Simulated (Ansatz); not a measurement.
The system is MnS.

```
Mn S
1.0
     0.00000    2.47346    2.47346
     2.47346    0.00000    2.47346
     2.47346    2.47346    0.00000
Mn S
1 1
Direct
  0.00000 0.00000 0.00000
  0.75000 0.75000 0.75000
```

The cell is a database's computed one.

Base run:

| Item | Value |
| --- | --- |
| Program | Ansatz 0.2.0 |
| Functional | PBEsol |
| Potentials or basis | Ansatz PAW |
| Cutoff | 420 eV (not typed: the program's choice for these potentials) |
| k mesh | 8 × 8 × 8 |
| Occupations | fermi-dirac, width 0.05 eV |
| Spin | collinear spin, ferromagnetic start |
| Starting moments | [1.0, 0.0] μB |
| Fixed moment | 1 μB |

Its results: pressure -0.3 GPa; site moments Mn +0.88; S -0.02 μB.

**Question.** After a change of settings the same cell gave: pressure 69.2 GPa; site moments Mn +3.89; S +0.56 μB. Which change was it?
A. fixed moment from 1 μB to 5 μB; moments at the start from [1.0, 0.0] to [5.0, 0.0]
B. fixed moment from 1 μB to 2 μB; moments at the start from [1.0, 0.0] to [2.0, 0.0]
C. fixed moment from 1 μB to 4 μB; moments at the start from [1.0, 0.0] to [4.0, 0.0]
D. fixed moment from 1 μB to 6 μB; moments at the start from [1.0, 0.0] to [6.0, 0.0]

**Answer.** D.

Caveats: the total moment is fixed, so each spin has its own Fermi level; a cell with one magnetic atom can't hold antiferromagnetic order, which such compounds often take; the PAW data sets come from PBE, with cores solved anew for the run's functional, which leaves a small shift of forces and pressure; the thresholds are loose for stress; a pressure of tens of GPa on the cell as given is suspect, and the run, the potentials or the cell itself is likely at fault (some runs).
